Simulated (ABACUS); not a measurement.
Crystal: NbAs.

```
Nb As
1.0
    -1.72585    1.72585    5.84000
     1.72585   -1.72585    5.84000
     1.72585    1.72585   -5.84000
Nb As
2 2
Direct
  0.50000 0.00000 0.50000
  0.75000 0.75000 0.00000
  0.91600 0.41600 0.50000
  0.16600 0.16600 0.00000
```

```yaml
Program: ABACUS 3.10.1
Task: single point
Functional: PBE
Potentials_or_basis: PseudoDojo NC SR 0.4.1 PBE standard
Cutoff: 1143 eV
Density_cutoff: 4572 eV
Basis: plane waves
k_mesh: 11 × 11 × 11
Occupations: fermi-dirac, width 0.05 eV
Spin: no spin polarisation
```

On this cell: pressure 3.5 GPa; largest force 0.299 eV/Å; band gap on the k mesh none (metal or under the smearing width).

The same run follows on a disturbed copy (atoms moved at random, drawn with an rms of 0.05 Å):

```
Nb As
1.0
    -1.72585    1.72585    5.84000
     1.72585   -1.72585    5.84000
     1.72585    1.72585   -5.84000
Nb As
2 2
Direct
  0.50646 0.99884 0.51287
  0.75111 0.75966 0.00702
  0.89341 0.42102 0.49657
  0.15960 0.17012 0.00200
```

**Question.** What does the disturbed cell give?

**Answer.** The energy (extrapolated to zero smearing) moves by +32.1 meV/atom; pressure 4.4 GPa; largest force 1.549 eV/Å; band gap on the k mesh none (metal or under the smearing width).

Forces on the atoms (eV/Å):
```
Nb   0.290 -0.957 -0.097
Nb   0.015 -0.004 -1.524
As  -0.358  0.657  1.356
As   0.053  0.304  0.265
```

Stress tensor (GPa, compression positive):
```
 5.23 -0.25  0.22
-0.25  1.86 -0.58
 0.22 -0.58  6.08
```

Caveats: there are fewer bands than atomic start orbitals, so a level may be missed at k points of high symmetry.
